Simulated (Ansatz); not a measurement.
## Pt: do energies and stresses tell the same story?

All numbers below come from DFT PBEsol, scalar-relativistic, plane waves, PAW (Ansatz).

Settings: cutoff 420 eV, Γ-centred mesh 18×18×18 on the computed 1-atom cell, Gaussian smearing of 0.10 eV; no spin polarisation.

Relaxed cell: Fm-3m, a = 3.918 Å, b = 3.918 Å, c = 3.918 Å, α = 90.00°, β = 90.00°, γ = 90.00°, 1 atom in the primitive cell.

Energies at zero smearing and pressures from the stress tensor, at volumes with shape and atoms relaxed:
```json
{"V (Å³/atom)": "13.233", "E − E(first) (meV/atom)": "0.00", "P (GPa)": "51.58"}
{"V (Å³/atom)": "13.684", "E − E(first) (meV/atom)": "-120.64", "P (GPa)": "34.84"}
{"V (Å³/atom)": "14.135", "E − E(first) (meV/atom)": "-198.32", "P (GPa)": "20.97"}
{"V (Å³/atom)": "14.586", "E − E(first) (meV/atom)": "-240.42", "P (GPa)": "9.49"}
{"V (Å³/atom)": "15.037", "E − E(first) (meV/atom)": "-253.07", "P (GPa)": "-0.01"}
{"V (Å³/atom)": "15.488", "E − E(first) (meV/atom)": "-241.40", "P (GPa)": "-7.85"}
{"V (Å³/atom)": "15.939", "E − E(first) (meV/atom)": "-209.65", "P (GPa)": "-14.31"}
{"V (Å³/atom)": "16.541", "E − E(first) (meV/atom)": "-142.18", "P (GPa)": "-21.15"}
```

Question: Check P = −dE/dV between neighbouring volumes, and get the bulk modulus from the pressures alone.

Answer: With 1 eV/Å³ = 160.2 GPa:
```tsv
middle V (Å³/atom)	−ΔE/ΔV (GPa)	mean P (GPa)
13.458	42.848	43.208
13.909	27.588	27.903
14.360	14.952	15.229
14.811	4.494	4.740
15.263	-4.146	-3.929
15.714	-11.275	-11.080
16.240	-17.973	-17.732
```

The two differ by 0.36 GPa at most. The mean of two end pressures misses the average over a step by about ΔV² P″/12, up to 0.26 GPa here; with that taken off 0.10 GPa remains. The stress is the derivative of the free energy, not of the energy at zero smearing, and with free energies 0.01 GPa remains. Around V = 15.037 Å³/atom, the two neighbours give B = −V ΔP/ΔV = 15.037 × 17.34 / 0.902 = 289.0 GPa, against B0 = 287.4 GPa from the Birch–Murnaghan fit of the energies.

Spin–orbit coupling is left out, which can shift energies with elements as heavy as these.

Energies and stresses describe the same equation of state, and both give platinum the high stiffness expected of it. The pressure curve steepens with compression across every interval: overlap and kinetic-energy repulsion grow rapidly as the atoms approach, while the cohesion from the 5d band and the sp electrons changes more gently.

The small remaining mismatch also has a physical origin. Platinum's Fermi level lies near the top of a nearly filled d band, where the density of states is high. Expansion narrows that band and probably raises the density of states further, so the smearing contribution lowers the free energy more at large volume. This adds a small positive term to the stress-derived pressure, matching the sign of the difference in every row; the curvature of P(V) acts in the same direction.

The close agreement between 289.0 and 287.4 GPa therefore supports the numerical consistency of the calculation, but it is no independent test of the functional, since both values derive from the same energy surface.
